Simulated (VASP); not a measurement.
Here is a VASP 6.6.1 calculation.

Contents of INCAR:

```
SYSTEM = NaH
ALGO = Normal ; EDIFF = 1E-6
ENCUT = 520 ; GGA = PE
ISIF = 2 ; ISMEAR = 0
LASPH = .True. ; LCHARG = .False.
LREAL = .False. ; LWAVE = .False.
NBANDS = 11 ; NELM = 100
PREC = Accurate ; SIGMA = 0.1
```

File KPOINTS:

```
k-points
0
Gamma
  6 6 6
  0 0 0
```

POSCAR

```
NaH
1.0
    0.0000000000      2.3864216800      2.3864216800
    2.3864216800      0.0000000000      2.3864216800
    2.3864216800      2.3864216800      0.0000000000
Na H
1 1
Direct
    0.0000000000      0.0000000000      0.0000000000
    0.5000000000      0.5000000000      0.5000000000
```

Potentials or basis: VASP PAW PBE potentials, release 64 (Na_pv, H).

The run is started by

```console
$ cat potpaw_PBE.64/Na_pv/POTCAR potpaw_PBE.64/H/POTCAR > POTCAR
$ mpirun -np 1 vasp_std > vasp.out
```

Question: Predict the pressure.

Answer: 0.9 GPa.

Question: Estimate the band gap on the k mesh.

Answer: 3.87 eV, indirect (least direct gap 4.70 eV).

A k mesh can miss the band edges. As with any semilocal functional, this PBE gap is likely too small.
